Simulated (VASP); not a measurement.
# BN (P6_3/mmc) in VASP: notebook, part 2 of 2

VASP 6.6.1.

## 4. Vibrations by finite differences, PBE+D3(BJ)

This run uses another cell than the first one, of 9.77 Å³/atom, 1.089 times its volume.

File INCAR:

```
  ALGO = Normal
  EDIFF = 1E-8
  ENCUT = 520
  GGA = PE
  IBRION = 6
  ISIF = 2
  ISMEAR = 0
  IVDW = 12
  LASPH = T
  LCHARG = F
  LREAL = F
  LWAVE = F
  NELM = 100
  NFREE = 2
  NSW = 1
  POTIM = 0.015
  PREC = Accurate
  SIGMA = 0.02
```

File KPOINTS:

```
k-points
0
Gamma
  3 3 1
```

File POSCAR:

```
BN                                      
1.0
    2.5062865415      0.0000000000     -0.0000000000
   -1.2531432707      2.1705078093      0.0000000000
    0.0000000000     -0.0000000000      7.1826699889
  B               N             
     2     2
Direct
     0.3333333300000021    0.6666666699999979    0.2500000000000000
     0.6666666699999979    0.3333333300000021    0.7500000000000000
     0.3333333300000021    0.6666666699999979    0.7500000000000000
     0.6666666699999979    0.3333333300000021    0.2500000000000000
```

Potentials or basis: VASP PAW PBE potentials, release 64 (B, N).

Started as:

```console
cat potpaw_PBE.64/B/POTCAR potpaw_PBE.64/N/POTCAR > POTCAR
mpirun -np 4 vasp_std > vasp.out
```

OUTCAR:

```text
EDIFF = 1E-8
   ENCUT = 520
   GGA = PE
   IBRION = 6
   ISIF = 2
   ISMEAR = 0
   IVDW = 12
   LASPH = T
   LREAL = F
   NELM = 100
   NFREE = 2
   NSW = 1
   POTIM = 0.015
   PREC = Accurate
 IVDW          = 12

 ion  position               nearest neighbor table
   1  0.333  0.667  0.250-   4 1.45   4 1.45   4 1.45
   2  0.667  0.333  0.750-   3 1.45   3 1.45   3 1.45
   3  0.333  0.667  0.750-   2 1.45   2 1.45   2 1.45
   4  0.667  0.333  0.250-   1 1.45   1 1.45   1 1.45

  LATTYP: Found a hexagonal cell.
 ALAT       =     2.5062865415
 C/A-ratio  =     2.8658614528

  Lattice vectors:

 A1 = (   2.5062865415,   0.0000000000,   0.0000000000)
 A2 = (  -1.2531432707,   2.1705078093,   0.0000000000)
 A3 = (   0.0000000000,   0.0000000000,   7.1826699889)

Analysis of symmetry for initial positions (statically):
=====================================================================
 Subroutine PRICEL returns:
 Original cell was already a primitive cell.

 Routine SETGRP: Setting up the symmetry group for a
 hexagonal supercell.

 Subroutine GETGRP returns: Found 24 space group operations
 (whereof 12 operations were pure point group operations)
 out of a pool of 24 trial point group operations.

The static configuration has the point symmetry D_3d.
 The point group associated with its full space group is D_6h.

Analysis of symmetry for dynamics (positions and initial velocities):
=====================================================================
 Subroutine PRICEL returns:
 Original cell was already a primitive cell.

 Routine SETGRP: Setting up the symmetry group for a
 hexagonal supercell.

 Subroutine GETGRP returns: Found 24 space group operations
 (whereof 12 operations were pure point group operations)
 out of a pool of 24 trial point group operations.

The dynamic configuration has the point symmetry D_3d.
 The point group associated with its full space group is D_6h.

 Subroutine INISYM returns: Found 24 space group operations
 (whereof 12 operations are pure point group operations),
 and found     1 'primitive' translations

----------------------------------------------------------------------------------------

                                     Primitive cell

  volume of cell :      39.0731

  direct lattice vectors                    reciprocal lattice vectors
     2.506286542  0.000000000  0.000000000     0.398996676  0.230360839  0.000000000
    -1.253143271  2.170507809  0.000000000     0.000000000  0.460721678  0.000000000
     0.000000000  0.000000000  7.182669989     0.000000000  0.000000000  0.139223994

  length of vectors
     2.506286542  2.506286537  7.182669989     0.460721677  0.460721678  0.139223994

  position of ions in fractional coordinates (direct lattice)
     0.333333330  0.666666670  0.250000000
     0.666666670  0.333333330  0.750000000
     0.333333330  0.666666670  0.750000000
     0.666666670  0.333333330  0.250000000

  ion indices of the primitive-cell ions
[... 61 lines left out ...]
   ISIF   =      2    stress and relaxation
   ISYM   =      2    0-nonsym 1-usesym 2-fastsym
   POTIM  = 0.0150    time-step for ionic-motion
   TEBEG  =    0.0;   TEEND  =   0.0 temperature during run
   PSTRESS=    0.0 pullay stress
   NELECT =      16.0000    total number of electrons
   NUPDOWN=      -1.0000    fix difference up-down
   EMIN   =  10.00;   EMAX   =-10.00  energy-range for DOS
   EFERMI =   0.00;   METHOD = LEGACY
   ISMEAR =     0;   SIGMA  =   0.02  broadening in eV -4-tet -1-fermi 0-gaus
   EFERMI_NEDOS =   21; number of points for ismear=-14 and -15
   IALGO  =     38    algorithm
   IMIX   =      4    mixing-type and parameters
     AMIX     =   0.40;   BMIX     =  1.00
     AMIX_MAG =   1.60;   BMIX_MAG =  1.00
  volume/ion in A,a.u.               =       9.77        65.92
  Fermi-wavevector in a.u.,A,eV,Ry     =   1.215688  2.297317 20.108017  1.477898
  Thomas-Fermi vector in A             =   2.351067
   LORBIT       =      0    0 simple, 1 ext, 2 COOP (PROOUT), +10 PAW based schemes
   GGA     = PE    functional components
   LHFCALC =     F    Hartree Fock is set to
   AEXX    =    0.0000 exact exchange contribution
   IVDW    =    12    specifies the selected vdW correction
   LEPSILON=     F    determine dielectric tensor
   LRPA    =     F    only Hartree local field effects (RPA)
 finite differences with symmetry
 non-spin polarized calculation
 Gauss-broadening in eV      SIGMA  =   0.02
  energy-cutoff  :      520.00
  volume of cell :       39.07
 maximum number of plane-waves:      1062
 NGX is ok and might be reduce to    18
   NGX =  9   NGY =  9   NGZ = 27

--------------------------------------- Ionic step        1  -------------------------------------------

 number of electron      15.9999998 magnetization

 Free energy of the ion-electron system (eV)
  ---------------------------------------------------
  ext. energy  EPLUGINS =         0.00000000
  ---------------------------------------------------
  free energy    TOTEN  =       -34.93348206 eV

  energy without entropy =      -34.93348206  energy(sigma->0) =      -34.93348206

------------------------ aborting loop because EDIFF is reached ----------------------------------------

 Edisp (eV)   -0.51186

 E8    (eV) :    -0.1485
[... 327 lines left out ...]
--------------------------------------- Ionic step        9  -------------------------------------------

 number of electron      15.9999998 magnetization

 Free energy of the ion-electron system (eV)
  ---------------------------------------------------
  ext. energy  EPLUGINS =         0.00000000
  ---------------------------------------------------
  free energy    TOTEN  =       -34.93187435 eV

  energy without entropy =      -34.93187435  energy(sigma->0) =      -34.93187435

 E-fermi :   1.8207     XC(G=0):  -9.5261

 val. band max:        1.7005154725   @ k =   0.3333   0.3333   0.0000
 cond. band min:       6.4283389367   @ k =   0.3333   0.3333   0.0000
 fundamental gap:      4.7278234642
 Fermi energy:         1.8207104632

 k-point     1 :       0.0000    0.0000    0.0000
  band No.  band energies     occupation
      1     -15.9988      2.00000
      2     -15.8400      2.00000
      3      -4.2032      2.00000
      4      -2.7650      2.00000
      5       0.4045      2.00000
      6       0.4045      2.00000
      7       0.4210      2.00000
      8       0.4210      2.00000
      9       6.5295      0.00000
     10      11.1034      0.00000
     11      13.2481      0.00000
     12      13.2548      0.00000
[... 63 lines left out ...]
  FREE ENERGIE OF THE ION-ELECTRON SYSTEM (eV)
  ---------------------------------------------------
  free  energy   TOTEN  =       -35.4437436332 eV

  energy  without entropy=      -35.4437436332  energy(sigma->0) =      -35.44374363

 INTERNAL STRAIN TENSORS FROM DISPLACED ATOMS
 ============================================

 INTERNAL STRAIN TENSOR FOR ION    1 for displacements in x,y,z  (eV/Angst):
          X           Y           Z          XY          YZ          ZX
  --------------------------------------------------------------------------------
  x    -0.00000     0.00000    -0.00000   -10.87087     0.00000     0.00000
  y   -10.87087    10.87087     0.00000     0.00000     0.00000     0.00000
  z     0.00000    -0.00000     0.00000    -0.00000     0.00000    -0.00000

 INTERNAL STRAIN TENSOR FOR ION    4 for displacements in x,y,z  (eV/Angst):
          X           Y           Z          XY          YZ          ZX
  --------------------------------------------------------------------------------
  x     0.00000    -0.00000    -0.00000    11.10082     0.00000     0.00000
  y    11.10082   -11.10082     0.00000    -0.00000     0.00000     0.00000
  z     0.00000    -0.00000    -0.00000    -0.00000    -0.00000     0.00000

 Eigenvectors and eigenvalues of the dynamical matrix
 ----------------------------------------------------

   1 f  =   40.477889 THz   254.330080 2PiTHz 1350.197057 cm-1   167.403024 meV
             X         Y         Z           dx          dy          dz
     -0.000000  1.447005  1.795667    -0.530156   -0.002760    0.000000
      1.253143  0.723503  5.387002     0.530156    0.002760    0.000000
     -0.000000  1.447005  5.387002    -0.467891   -0.002436    0.000000
      1.253143  0.723503  1.795667     0.467891    0.002436   -0.000000
[... 71 lines left out ...]
  12 f/i=    0.001885 THz     0.011847 2PiTHz    0.062893 cm-1     0.007798 meV
             X         Y         Z           dx          dy          dz
     -0.000000  1.447005  1.795667     0.347650   -0.311408    0.000000
      1.253143  0.723503  5.387002     0.347650   -0.311408    0.000000
     -0.000000  1.447005  5.387002     0.395667   -0.354419    0.000000
      1.253143  0.723503  1.795667     0.395667   -0.354419    0.000000

 ELASTIC MODULI CONTR FROM IONIC RELAXATION (kBar)
 Direction    XX          YY          ZZ          XY          YZ          ZX
 --------------------------------------------------------------------------------
 XX        -256.0688    256.0688     -0.0000     -0.0000     -0.0000     -0.0000
 YY         256.0688   -256.0688      0.0000     -0.0000      0.0000      0.0000
 ZZ          -0.0000      0.0000     -0.0000      0.0000     -0.0000     -0.0000
 XY          -0.0000     -0.0000      0.0000   -256.0688     -0.0000     -0.0000
 YZ          -0.0000      0.0000     -0.0000     -0.0000     -0.0000     -0.0000
 ZX          -0.0000      0.0000     -0.0000     -0.0000     -0.0000     -0.0000
 --------------------------------------------------------------------------------
```

Wall time 7.4 s (4 MPI ranks of Intel Xeon Platinum 8488C (Sapphire Rapids), shared host); peak memory 0.12 GiB.

What came out:

```yaml
Highest_phonon_frequency_at_Γ_LO-TO_splitting_left_out: 1350 cm⁻¹
Dispersion_energy_per_atom: -0.128 eV
```

Phonon frequencies in cm⁻¹ (negative: imaginary):
```csv
q point,frequencies
"(0.000, 0.000, 0.000)",0 0 0 45 45 55 775 813 1345 1345 1350 1350
```

Caveat: the k mesh is coarse (spacing up to 0.96 Å⁻¹), so the values aren't converged.
